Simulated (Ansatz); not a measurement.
# SnTe: how the settings move a single-point run

Question: which choices in the input matter for SnTe?

Program: Ansatz 0.2.0. Level of theory: reference: DFT, LDA, PAW with Ansatz's default frozen-core files, scalar-relativistic. These are calculated values, not measurements.

### Step 1. The starting structure

It takes space group Fm-3m (No. 225, cubic). Conventional cell: a = 6.396 Å, b = 6.396 Å, c = 6.396 Å, α = 90.00°, β = 90.00°, γ = 90.00°. Around Sn (site symmetry m-3m) lie 6 Te at 3.20 Å. Around Te (site symmetry m-3m) lie 6 Sn at 3.20 Å.

Structure file:

```cif
data_structure
_symmetry_space_group_name_H-M 'Fm-3m'
_symmetry_Int_Tables_number 225
_cell_length_a 6.3961
_cell_length_b 6.3961
_cell_length_c 6.3961
_cell_angle_alpha 90.000
_cell_angle_beta 90.000
_cell_angle_gamma 90.000
_cell_volume 261.66
loop_
_atom_site_label
_atom_site_type_symbol
_atom_site_symmetry_multiplicity
_atom_site_Wyckoff_symbol
_atom_site_fract_x
_atom_site_fract_y
_atom_site_fract_z
_atom_site_occupancy
Sn1 Sn 4 a 0.00000 0.00000 0.00000 1
Te1 Te 4 b 0.50000 0.00000 0.00000 1
```

### Step 2. Baseline

Input file input.yaml:

```yaml
crystal:
  lattice:
    - [0.0, 3.1980376582, 3.1980376582]
    - [3.1980376582, 0.0, 3.1980376582]
    - [3.1980376582, 3.1980376582, 0.0]
  atoms:
    - { symbol: Sn, position: [0.0, 0.0, 0.0] }
    - { symbol: Te, position: [0.5, 0.5, 0.5] }
kpoints:
  mp_grid: { grid: [11, 11, 11] }
scf:
  occupations: { method: fermi_dirac, width: 0.08 }
hamiltonian:
  xc: lda
  pseudopotentials: { kind: paw }
output:
  forces: true
  stress: true
  eigenvalues: true
  efg: { contact_densities: true }
  write_density: true
  write_potential: true
  elf: true
  volumetric_format: npy
```

On the command line:

```bash
$ ansatz run input.yaml --threads 1 --pin off --max-ram 2048MiB --backend cpu --events-out ev --progress --plain --runs-dir out
```

### Step 3. Changing settings: ecutwfc 200 eV

Changes to input.yaml since step 2:

```diff
@@ -24 +24,3 @@
   volumetric_format: npy
+basis:
+  ecutwfc: "200 eV"
```

What does the calculation give? Wanted: for each run, ending; energy change; pressure; gap; force.

**Answer**, as computed:

| run | ending | energy change | pressure (GPa) | gap (eV) | force (eV/Å) | cycles | time |
| --- | --- | --- | --- | --- | --- | --- | --- |
| reference | converged | 0 | -3.2 | 0.42 | 0.00 | 6 | 7.5 s |
| 1: ecutwfc 200 eV | converged | +6.09 eV/atom | -1.5 | 0.44 | 0.00 | 7 | 4.3 s |

Residual by cycle in the longest SCF loop of each run; runs are numbered as in the table. The quantity is the density residual dr2, in eV.

```csv
cycle,reference,run 1
1,0.0073,0.849
2,0.00107,0.0724
3,4.9e-5,0.00729
4,1.4e-5,0.00238
5,3.6e-7,4.7e-5
6,1.6e-8,2.4e-7
7,-,2.1e-9
```

What this shows: Changing the cutoff moves the energy by +6.09 eV/atom, and the pressure goes from -3.2 to -1.5 GPa. The log warns that the cutoff is under what these potentials recommend, so the shift is basis error. Cost: 7 SCF cycles against 6, 4.3 s against 7.5 s. Run 1 ran under the cutoff that the potentials recommend, as the log warns, so basis error is mixed into its values. The gap of the reference lacks spin-orbit coupling, though the cell holds Te.
